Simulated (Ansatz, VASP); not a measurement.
**ZnO (lda) in VASP and in Ansatz**

```
Zn O
1.0
     3.18737    0.00000    0.00000
    -1.59369    2.76034    0.00000
     0.00000    0.00000    5.15279
Zn O
2 2
Direct
  0.33333 0.66667 0.00228
  0.66667 0.33333 0.50228
  0.33333 0.66667 0.38072
  0.66667 0.33333 0.88072
```

Alike in both runs: functional LDA; k mesh 9 × 9 × 6; occupations gaussian, width 0.02 eV; no spin polarisation.

Ansatz relaxed the structure, and its values are those at the end. VASP's run is a single point on that final structure, the one shown.

```csv
,VASP,Ansatz
version,VASP 6.6.1,Ansatz 0.2.0
potentials or method,"VASP PAW LDA potentials, release 64 (Zn, O)","scalar-relativistic, plane waves, PAW"
plane-wave cutoff (eV),520,420
valence electrons in the cell,36,36
```

Ansatz gave:

| Quantity | Value |
| --- | --- |
| gap on the k mesh at the Fermi level (eV) | 0.79 |
| least direct gap on the mesh (eV) | 0.79 |
| pressure (GPa) | 0.0 |

**Question.** What did VASP give for the same quantities?

**Answer.** gap on the k mesh at the Fermi level (eV): 0.81; least direct gap on the mesh (eV): 0.81; pressure (GPa): 1.1.

Ansatz warned: «pseudo_functional_mismatch».
